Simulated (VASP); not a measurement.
Set up this calculation in VASP 6.6.1, as the native input.

- Task: relaxation of cell and atoms
- Functional: LDA
- Potentials or basis: VASP PAW LDA potentials, release 64 (Zn, O)
- Cutoff: 600 eV
- k mesh: 9 × 9 × 5
- Occupations: gaussian, width 0.03 eV
- Spin: no spin polarisation
- Further INCAR settings: ALGO = Normal; EDIFF = 1e-07; IBRION = 2; EDIFFG = -0.005; NSW = 90; ISIF = 3

The structure of ZnO (zincite) lies in POSCAR:

```
ZnO                                     
1.0
    3.1939360994      0.0000000000     -0.0000000000
   -1.5969680497      2.7660298001      0.0000000000
    0.0000000000      0.0000000000      5.1636354071
  Zn              O             
     2     2
Direct
     0.3333333332999970    0.6666666667000030    0.5003505567281682
     0.6666666667000030    0.3333333332999970    0.0003505567281684
     0.6666666667000030    0.3333333332999970    0.3786594432718326
     0.3333333332999970    0.6666666667000030    0.8786594432718328
```

One way to write it, as run:

INCAR

```
  PREC = Accurate
  ENCUT = 600
  EDIFF = 1E-7
  ISMEAR = 0
  SIGMA = 0.03
  LREAL = F
  LASPH = T
  NELM = 80
  ALGO = Normal
  ISIF = 3
  LWAVE = F
  LCHARG = F
  GGA = CA
  IBRION = 2
  NSW = 90
  EDIFFG = -0.005
```

KPOINTS

```
Automatic mesh
0
Gamma
  9 9 5
```

Potentials or basis: VASP PAW LDA potentials, release 64 (Zn, O).

Launch:

```sh
$ cat potpaw_LDA.64/Zn/POTCAR potpaw_LDA.64/O/POTCAR > POTCAR
$ mpirun -np 1 vasp_std > vasp.out
```

Results of the run:

```json
{
  "Pressure after relaxing": "0.0 GPa",
  "Largest force after relaxing": "0.004 eV/Å",
  "Band gap on the k mesh": "0.80 eV, direct"
}
```

Caveat: the relaxation stopped at its first step, so nothing moved.

It took 48 s on 1 thread of Intel(R) Xeon(R) Platinum 8375C CPU @ 2.90GHz (Ice Lake) (shared host), peak memory 0.17 GiB.
